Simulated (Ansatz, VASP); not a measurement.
**Sn3Se in VASP and in Ansatz**

```
Sn Se
1.0
     4.74188    0.00000    0.00000
     0.00000    4.74188    0.00000
     0.00000    0.00000    4.74188
Sn Se
3 1
Cartesian
  0.0000 2.3709 2.3709
  2.3709 0.0000 2.3709
  2.3709 2.3709 0.0000
  0.0000 0.0000 0.0000
```

The cell comes from a database or a generator and needn't be the stable form of this composition.

Alike in both runs: task single point; functional PBE; k mesh 5 × 5 × 5; occupations fermi-dirac, width 0.1 eV; no spin polarisation.

```csv
,VASP,Ansatz
version,VASP 6.6.1,Ansatz 0.2.0
potentials or method,"VASP PAW PBE potentials, release 64 (Sn_d, Se)","plane waves, PAW"
plane-wave cutoff (eV),520,450
valence electrons in the cell,48,58
```

|  | VASP | Ansatz | Ansatz less VASP |
| --- | --- | --- | --- |
| pressure (GPa) | 0.5 | 0.5 | +0.03 |

The two sets of potentials don't hold the same shells in valence.
